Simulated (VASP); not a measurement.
# GaSb (F-43m) in VASP: a series of runs

The runs below take GaSb through single point, with PBE, RPBE+D3(BJ).

Everything below comes from runs of VASP 6.6.1. Logs are shortened: lines on timing, memory, paths and dates and some standing lists are left out, and cuts for length are marked.

**What was measured.**

A printed reference work, data compilation reports, for a bulk crystal of GaSb at 4.2 K: band gap 0.811 eV (direct).

How close the calculation comes is told below.

## Step 1: The cell of the first run

It takes space group F-43m (No. 216, cubic). Conventional cell: a = 6.118 Å, b = 6.118 Å, c = 6.118 Å, α = 90.00°, β = 90.00°, γ = 90.00°. Sb (site symmetry -43m) has 4 Ga at 2.65 Å within 3.5 Å. Ga (site symmetry -43m) has 4 Sb at 2.65 Å within 3.5 Å.

## Step 2: Single point, PBE, non-collinear spin, zero start, spin-orbit coupling

Contents of INCAR:

```
SYSTEM = GaSb
PREC     = Accurate       ! precision mode
ENCUT    = 520            ! plane-wave cutoff, eV
EDIFF    = 1E-6           ! SCF threshold, eV
ISMEAR   = -1             ! smearing method
SIGMA    = 0.05           ! smearing width, eV
LREAL    = .FALSE.        ! projectors in reciprocal space
LASPH    = .TRUE.         ! aspherical terms in the spheres
NELM     = 150            ! most SCF steps
ALGO     = Normal         ! electronic algorithm
ISIF     = 2              ! what is computed and relaxed
LWAVE    = .FALSE.        ! write WAVECAR
LCHARG   = .FALSE.        ! write CHGCAR
LNONCOLLINEAR= .TRUE.         ! non-collinear magnetism
MAGMOM   = 0 0 0 0 0 0    ! initial moments
LORBIT   = 11             ! projections on sites
LSORBIT  = .TRUE.         ! spin-orbit coupling
GGA_COMPAT= .FALSE.      
LORBMOM  = .TRUE.       
GGA      = PE             ! functional
NBANDS   = 30             ! bands
```

Contents of KPOINTS:

```
regular mesh
0
G
  6 6 6
  0 0 0
```

Contents of POSCAR:

```
GaSb
1.0
    0.0000000000      3.0590000000      3.0590000000
    3.0590000000      0.0000000000      3.0590000000
    3.0590000000      3.0590000000      0.0000000000
Sb Ga
1 1
Direct
    0.7500000000      0.7500000000      0.7500000000
    0.0000000000      0.0000000000      0.0000000000
```

Potentials or basis: VASP PAW PBE potentials, release 64 (Sb, Ga_d).

On the command line:

```sh
> cat potpaw_PBE.64/Sb/POTCAR potpaw_PBE.64/Ga_d/POTCAR > POTCAR
> mpirun -np 1 vasp_ncl > vasp.out
```

OUTCAR:

```text
SYSTEM = GaSb
   PREC = Accurate
   ENCUT = 520
   EDIFF = 1E-6
   ISMEAR = -1
   LREAL = .FALSE.
   LASPH = .TRUE.
   NELM = 150
   ISIF = 2
   LNONCOLLINEAR = .TRUE.
   LORBIT = 11
   LSORBIT = .TRUE.
   GGA = PE

 ion  position               nearest neighbor table
   1  0.750  0.750  0.750-   2 2.65   2 2.65   2 2.65   2 2.65
   2  0.000  0.000  0.000-   1 2.65   1 2.65   1 2.65   1 2.65

  LATTYP: Found a face centered cubic cell.
 ALAT       =     6.1180000000

  Lattice vectors:

 A1 = (   0.0000000000,   3.0590000000,   3.0590000000)
 A2 = (   3.0590000000,   0.0000000000,   3.0590000000)
 A3 = (   3.0590000000,   3.0590000000,   0.0000000000)

Analysis of symmetry for initial positions (statically):
=====================================================================
 Subroutine PRICEL returns:
 Original cell was already a primitive cell.

 Routine SETGRP: Setting up the symmetry group for a
 face centered cubic supercell.

 Subroutine GETGRP returns: Found 24 space group operations
 (whereof 24 operations were pure point group operations)
 out of a pool of 48 trial point group operations.

The static configuration has the point symmetry T_d .

Analysis of symmetry for dynamics (positions and initial velocities):
=====================================================================
 Subroutine PRICEL returns:
 Original cell was already a primitive cell.

 Routine SETGRP: Setting up the symmetry group for a
 face centered cubic supercell.

 Subroutine GETGRP returns: Found 24 space group operations
 (whereof 24 operations were pure point group operations)
 out of a pool of 48 trial point group operations.

The dynamic configuration has the point symmetry T_d .

Analysis of structural, dynamic, and magnetic symmetry:
=====================================================================
 Subroutine PRICEL returns:
 Original cell was already a primitive cell.

 Routine SETGRP: Setting up the symmetry group for a
 face centered cubic supercell.

 Subroutine GETGRP returns: Found 24 space group operations
 (whereof 24 operations were pure point group operations)
 out of a pool of 48 trial point group operations.

The overall configuration has the point symmetry T_d .

 Subroutine INISYM returns: Found 24 space group operations
 (whereof 24 operations are pure point group operations),
 and found     1 'primitive' translations

----------------------------------------------------------------------------------------

                                     Primitive cell

  volume of cell :      57.2491

  direct lattice vectors                    reciprocal lattice vectors
     0.000000000  3.059000000  3.059000000    -0.163452109  0.163452109  0.163452109
     3.059000000  0.000000000  3.059000000     0.163452109 -0.163452109  0.163452109
     3.059000000  3.059000000  0.000000000     0.163452109  0.163452109 -0.163452109

  length of vectors
     4.326079287  4.326079287  4.326079287     0.283107357  0.283107357  0.283107357

  position of ions in fractional coordinates (direct lattice)
     0.750000000  0.750000000  0.750000000
     0.000000000  0.000000000  0.000000000

  ion indices of the primitive-cell ions
   primitive index   ion index
                 1           1
                 2           2

----------------------------------------------------------------------------------------

 KPOINTS: regular mesh

Automatic generation of k-mesh.
 Grid dimensions read from file:
 generate k-points for:    6    6    6

 Generating k-lattice:

  Cartesian coordinates                     Fractional coordinates (reciprocal lattice)
    -0.027242018  0.027242018  0.027242018     0.166666667  0.000000000  0.000000000
[... 94 lines left out ...]
 number of electron      17.9999986 magnetization      -0.0000000      0.0000000     -0.0000000

 number of electron      17.9999986 magnetization      -0.0000000     -0.0000000     -0.0000000

 number of electron      17.9999986 magnetization       0.0000000      0.0000000      0.0000000

 Free energy of the ion-electron system (eV)
  ---------------------------------------------------
  ext. energy  EPLUGINS =         0.00000000
  ---------------------------------------------------
  free energy    TOTEN  =        -7.39026032 eV

  energy without entropy =       -7.38933356  energy(sigma->0) =       -7.38979694

 E-fermi :   5.0944     XC(G=0):  -9.0830

 val. band max:        4.9169894648   @ k =   0.0000   0.0000   0.0000
 cond. band min:       5.1010104211   @ k =   0.0000   0.0000   0.0000
 fundamental gap:      0.1840209563
 Fermi energy:         5.0943772548

 k-point     1 :       0.0000    0.0000    0.0000
  band No.  band energies     occupation
      1     -10.4171      1.00000
      2     -10.4171      1.00000
      3     -10.4171      1.00000
      4     -10.4171      1.00000
      5      -9.9811      1.00000
      6      -9.9811      1.00000
[... 715 lines left out ...]
     29      14.9480      0.00000
     30      14.9916      0.00000

------------------------ aborting loop because EDIFF is reached ----------------------------------------

  FORCE on cell =-STRESS in cart. coord.  units (eV):
  Direction    XX          YY          ZZ          XY          YZ          ZX
  --------------------------------------------------------------------------------------
  -------------------------------------------------------------------------------------
  Total        0.9157214      0.9157214      0.9157214     -0.0000000     -0.0000000      0.0000000
  in kB       25.6274562     25.6274562     25.6274562     -0.0000000     -0.0000000      0.0000000
  external PRESSURE =      25.6274562 kB  Pullay stress =       0.0000000 kB

 VOLUME and BASIS-vectors are now :
 -----------------------------------------------------------------------------
  energy-cutoff  :      520.00
  volume of cell :       57.25
      direct lattice vectors                 reciprocal lattice vectors
     0.000000000  3.059000000  3.059000000    -0.163452109  0.163452109  0.163452109
     3.059000000  0.000000000  3.059000000     0.163452109 -0.163452109  0.163452109
     3.059000000  3.059000000  0.000000000     0.163452109  0.163452109 -0.163452109

 POSITION                                       TOTAL-FORCE (eV/Angst)
 -----------------------------------------------------------------------------------
      4.58850      4.58850      4.58850         0.000000      0.000000      0.000000
      0.00000      0.00000      0.00000        -0.000000     -0.000000     -0.000000
 -----------------------------------------------------------------------------------
    total drift:                               -0.000000     -0.000000     -0.000000

  FREE ENERGIE OF THE ION-ELECTRON SYSTEM (eV)
  ---------------------------------------------------
  free  energy   TOTEN  =        -7.3902603167 eV

  energy  without entropy=       -7.3893335579  energy(sigma->0) =       -7.38979694

 orbital moment (x)

 # of ion     p       d       tot
 ----------------------------------------
  1        -0.000   0.000  -0.000
  2         0.000   0.000   0.000
 ----------------------------------------
           -0.000   0.000  -0.000

 orbital moment (y)

 # of ion     p       d       tot
 ----------------------------------------
  1         0.000   0.000   0.000
  2        -0.000  -0.000  -0.000
 ----------------------------------------
            0.000   0.000   0.000

 orbital moment (z)

 # of ion     p       d       tot
 ----------------------------------------
  1         0.000  -0.000  -0.000
  2         0.000  -0.000  -0.000
 ----------------------------------------
            0.000  -0.000  -0.000

 Spin-Orbit-Coupling matrix elements

 Ion:    1  E_soc:     -0.1254587
 l=   1
     0.0000000    -0.0207614    -0.0207614
    -0.0207614     0.0000000    -0.0207614
    -0.0207614    -0.0207614     0.0000000
 l=   2
     0.0000000    -0.0000594     0.0000000    -0.0000594    -0.0000890
    -0.0000594     0.0000000    -0.0000667    -0.0000594    -0.0000222
     0.0000000    -0.0000667     0.0000000    -0.0000667     0.0000000
    -0.0000594    -0.0000594    -0.0000667     0.0000000    -0.0000222
    -0.0000890    -0.0000222     0.0000000    -0.0000222     0.0000000
 l=   3
     0.0000000     0.0000000     0.0000000     0.0000000     0.0000000     0.0000000     0.0000000
     0.0000000     0.0000000     0.0000000     0.0000000     0.0000000     0.0000000     0.0000000
     0.0000000     0.0000000     0.0000000     0.0000000     0.0000000     0.0000000     0.0000000
     0.0000000     0.0000000     0.0000000     0.0000000     0.0000000     0.0000000     0.0000000
     0.0000000     0.0000000     0.0000000     0.0000000     0.0000000     0.0000000     0.0000000
     0.0000000     0.0000000     0.0000000     0.0000000     0.0000000     0.0000000     0.0000000
     0.0000000     0.0000000     0.0000000     0.0000000     0.0000000     0.0000000     0.0000000

 Ion:    2  E_soc:     -0.0123223
 l=   1
     0.0000000    -0.0012431    -0.0012431
    -0.0012431     0.0000000    -0.0012431
    -0.0012431    -0.0012431     0.0000000
 l=   2
     0.0000000    -0.0001503     0.0000000    -0.0001503    -0.0006603
    -0.0001503     0.0000000    -0.0004952    -0.0001503    -0.0001651
     0.0000000    -0.0004952     0.0000000    -0.0004952     0.0000000
    -0.0001503    -0.0001503    -0.0004952     0.0000000    -0.0001651
    -0.0006603    -0.0001651     0.0000000    -0.0001651     0.0000000
 l=   3
     0.0000000     0.0000000     0.0000000     0.0000000     0.0000000     0.0000000     0.0000000
     0.0000000     0.0000000     0.0000000     0.0000000     0.0000000     0.0000000     0.0000000
     0.0000000     0.0000000     0.0000000     0.0000000     0.0000000     0.0000000     0.0000000
     0.0000000     0.0000000     0.0000000     0.0000000     0.0000000     0.0000000     0.0000000
     0.0000000     0.0000000     0.0000000     0.0000000     0.0000000     0.0000000     0.0000000
     0.0000000     0.0000000     0.0000000     0.0000000     0.0000000     0.0000000     0.0000000
     0.0000000     0.0000000     0.0000000     0.0000000     0.0000000     0.0000000     0.0000000

 total charge

# of ion       s       p       d       tot
------------------------------------------
    1        1.127   1.347   0.027   2.502
    2        0.908   0.767   9.963  11.637
--------------------------------------------------
tot          2.035   2.114   9.990  14.139

 magnetization (x)

# of ion       s       p       d       tot
------------------------------------------
    1        0.000   0.000   0.000   0.000
    2       -0.000  -0.000   0.000  -0.000
--------------------------------------------------
tot         -0.000  -0.000   0.000  -0.000

 magnetization (y)

# of ion       s       p       d       tot
------------------------------------------
    1        0.000   0.000  -0.000  -0.000
    2        0.000   0.000   0.000   0.000
--------------------------------------------------
tot          0.000   0.000  -0.000  -0.000

 magnetization (z)

# of ion       s       p       d       tot
------------------------------------------
    1       -0.000   0.000   0.000   0.000
    2        0.000  -0.000   0.000   0.000
--------------------------------------------------
tot          0.000  -0.000   0.000   0.000
```

It took 52 s on 1 thread of AMD EPYC 7R43 (Zen 3), shared host; peak memory 0.3 GiB.

Results:

* Free energy: -7.3903 eV
* Pressure: 2.6 GPa
* Net moment: 0.00 μB per cell
* Valence electrons inside the program's atomic spheres: Sb 2.50; Ga 11.64

Moments on the atoms (μB; x, y, z):
```
Sb  0.00 0.00 0.00
Ga  0.00 0.00 0.00
```

## Step 3: Single point, PBE

Contents of INCAR:

```
SYSTEM = GaSb
PREC = Accurate
ENCUT = 520
EDIFF = 1E-7
ISMEAR = -1
SIGMA = 0.06
LREAL = .FALSE.
LASPH = .TRUE.
NELM = 80
ALGO = Normal
ISIF = 2
LWAVE = .FALSE.
LCHARG = .TRUE.
GGA = PE
LELF = .TRUE.
LVHAR = .TRUE.
NBANDS = 16
```

Contents of KPOINTS:

```
regular mesh
0
G
  3 3 3
  0 0 0
```

POSCAR is that of step 2.

Potentials or basis: VASP PAW PBE potentials, release 64 (Sb, Ga_d).

On the command line:

```sh
> cat potpaw_PBE.64/Sb/POTCAR potpaw_PBE.64/Ga_d/POTCAR > POTCAR
> mpirun -np 1 vasp_std > vasp.out
```

Run time: 4.7 s. Hardware: 1 thread of Intel Xeon 6975P-C (Granite Rapids), shared host; peak memory 0.17 GiB.

Results (log left out):

| Quantity | Value |
| --- | --- |
| Free energy | -6.7549 eV |
| Pressure | 4.3 GPa |

Levels at points of the mesh, in eV from the Fermi level:
```
           k point  band 6  band 7  band 8  band 9  band 10  band 11  band 12  band 13
(0.00, 0.00, 0.00)  -11.55   -0.07   -0.07   -0.07    -0.04     2.65     2.65     2.65
```

Caveat: the k points lie up to 0.59 Å⁻¹ apart; spin-orbit coupling is left out, which moves the levels of the heavy elements.

## Step 4: Single point, RPBE+D3(BJ)

This run uses another cell than the first one, of 25.67 Å³/atom, 0.897 times its volume.

Contents of INCAR:

```
ALGO = Normal
EDIFF = 1E-6
ENCUT = 520
GGA = RP
ISIF = 2
ISMEAR = -1
IVDW = 12
LASPH = True
LCHARG = False
LREAL = False
LWAVE = False
NBANDS = 16
NELM = 60
PREC = Accurate
SIGMA = 0.05
```

Contents of KPOINTS:

```
k-points
0
Gamma
  8 8 8
```

Contents of POSCAR:

```
GaSb
1.0
    0.0000000000      2.9497228475      2.9497228475
    2.9497228475      0.0000000000      2.9497228475
    2.9497228475      2.9497228475      0.0000000000
Sb Ga
1 1
Direct
    0.7500000000      0.7500000000      0.7500000000
    0.0000000000      0.0000000000      0.0000000000
```

On the command line:

```sh
> cat potpaw_PBE.64/Sb/POTCAR potpaw_PBE.64/Ga_d/POTCAR > POTCAR
> mpirun -np 1 vasp_std > vasp.out
```

It took 11 s on 1 thread of Intel Xeon 6975P-C (Granite Rapids), shared host; peak memory 0.19 GiB.

It converged, with:

```
Free energy                : -9.7391 eV
Pressure                   : 0.1 GPa
Band gap on the k mesh     : 0.72 eV, indirect (least direct gap 0.94 eV)
Dispersion energy per atom : -1.685 eV
```

Levels at points of the mesh, in eV from the valence-band top:
| k point | band 7 | band 8 | band 9 | band 10 | band 11 | band 12 |
| --- | --- | --- | --- | --- | --- | --- |
| (0.00, 0.00, 0.00) | 0.00 | 0.00 | 0.00 | 0.94 | 2.74 | 2.74 |
| (0.50, 0.00, 0.00) | -6.93 | -1.34 | -1.34 | 0.72 | 3.74 | 3.74 |
| (0.50, 0.50, 0.00) | -7.32 | -2.98 | -2.98 | 0.82 | 1.10 | 9.44 |

Caveat: the PAW data sets were made with another functional, which shifts forces and pressure a little; spin-orbit coupling is left out, which moves the levels of the heavy elements.

## Step 5: Single point, PBE

Contents of INCAR:

```
  PREC = Accurate
  ENCUT = 520
  EDIFF = 1E-7
  ISMEAR = 0
  SIGMA = 0.018000000000000002
  LREAL = False
  LASPH = True
  NELM = 60
  ALGO = Normal
  ISIF = 2
  LWAVE = False
  LCHARG = False
  GGA = PE
  NBANDS = 16
```

Contents of KPOINTS:

```
regular mesh
0
Gamma
  8 8 8
```

Contents of POSCAR:

```
GaSb
1.0
    0.0000000000      3.0590000000      3.0590000000
    3.0590000000      0.0000000000      3.0590000000
    3.0590000000      3.0590000000      0.0000000000
Sb Ga
1 1
Direct
    0.7500000000      0.7500000000      0.7500000000
    0.0000000000      0.0000000000      0.0000000000
```

Potentials or basis: VASP PAW PBE potentials, release 64 (Sb, Ga_d).

On the command line:

```sh
> cat potpaw_PBE.64/Sb/POTCAR potpaw_PBE.64/Ga_d/POTCAR > POTCAR
> mpirun -np 1 vasp_std > vasp.out
```

OUTCAR:

```text
PREC = Accurate
   ENCUT = 520
   EDIFF = 1E-7
   ISMEAR = 0
   LREAL = False
   LASPH = True
   NELM = 60
   ISIF = 2
   GGA = PE

 ion  position               nearest neighbor table
   1  0.750  0.750  0.750-   2 2.65   2 2.65   2 2.65   2 2.65
   2  0.000  0.000  0.000-   1 2.65   1 2.65   1 2.65   1 2.65

  LATTYP: Found a face centered cubic cell.
 ALAT       =     6.1180000000

  Lattice vectors:

 A1 = (   0.0000000000,   3.0590000000,   3.0590000000)
 A2 = (   3.0590000000,   0.0000000000,   3.0590000000)
[... 625 lines left out ...]
      4     -10.1193      2.00000
      5     -10.1160      2.00000
      6      -4.6266      2.00000
[... 8 lines left out ...]
     15      14.5292      0.00000
     16      15.0416      0.00000

 [... further k-points ...]
[... 5 lines left out ...]
  --------------------------------------------------------------------------------------
  -------------------------------------------------------------------------------------
  Total        0.8490126      0.8490126      0.8490126      0.0000000      0.0000000      0.0000000
  in kB       23.7605385     23.7605385     23.7605385      0.0000000      0.0000000      0.0000000
  external PRESSURE =      23.7605385 kB  Pullay stress =       0.0000000 kB

 VOLUME and BASIS-vectors are now :
 -----------------------------------------------------------------------------
  energy-cutoff  :      520.00
  volume of cell :       57.25
      direct lattice vectors                 reciprocal lattice vectors
     0.000000000  3.059000000  3.059000000    -0.163452109  0.163452109  0.163452109
     3.059000000  0.000000000  3.059000000     0.163452109 -0.163452109  0.163452109
     3.059000000  3.059000000  0.000000000     0.163452109  0.163452109 -0.163452109

 POSITION                                       TOTAL-FORCE (eV/Angst)
 -----------------------------------------------------------------------------------
      4.58850      4.58850      4.58850        -0.000000     -0.000000     -0.000000
      0.00000      0.00000      0.00000         0.000000      0.000000      0.000000
 -----------------------------------------------------------------------------------
    total drift:                               -0.000002     -0.000002     -0.000002

  FREE ENERGIE OF THE ION-ELECTRON SYSTEM (eV)
  ---------------------------------------------------
  free  energy   TOTEN  =        -7.3458232668 eV

  energy  without entropy=       -7.3457985264  energy(sigma->0) =       -7.34581090
```

It took 10 s on 1 thread of Intel Xeon 6975P-C (Granite Rapids), shared host; peak memory 0.18 GiB.

Results:

```yaml
Free_energy: -7.3458 eV
Pressure: 2.4 GPa
Band_gap_on_the_k_mesh: 0.04 eV, direct
```

Caveat: spin-orbit coupling is left out, which moves the levels of the heavy elements.

(Part 1 of 2 ends here.)
